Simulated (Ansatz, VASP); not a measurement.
# Nb in VASP and in Ansatz

```
Nb
1.0
    -1.66395    1.66395    1.62235
     1.66395   -1.66395    1.62235
     1.66395    1.66395   -1.62235
Nb
1
Direct
  0.00000 0.00000 0.00000
```

Change from the starting cell: strain +0.000 along x and y, -0.025 along z, atoms carried along.

Alike in both runs: task single point; functional r2SCAN; k mesh 20 × 20 × 20; occupations gaussian, width 0.15 eV; no spin polarisation.

|  | VASP | Ansatz |
| --- | --- | --- |
| version | VASP 6.6.1 | Ansatz 0.2.0 |
| potentials or method | VASP PAW PBE potentials, release 64 (Nb_sv) | scalar-relativistic, plane waves, PAW |
| plane-wave cutoff (eV) | 520 | 500 |
| valence electrons in the cell | 13 | 13 |

```tsv
	VASP	Ansatz	Ansatz less VASP
gap on the k mesh at the Fermi level (eV)	none	none	-
pressure (GPa)	0.3	0.5	+0.21
largest component of the traceless stress (GPa)	1.81	1.81	+0.004
```

A gap of «none» marks a metal or a gap that the smearing closes. With one functional, cell and mesh, what is left measures potentials, basis and numerics.

Caveats: the PAW data sets were made with another functional, which shifts forces and pressure a little (VASP).
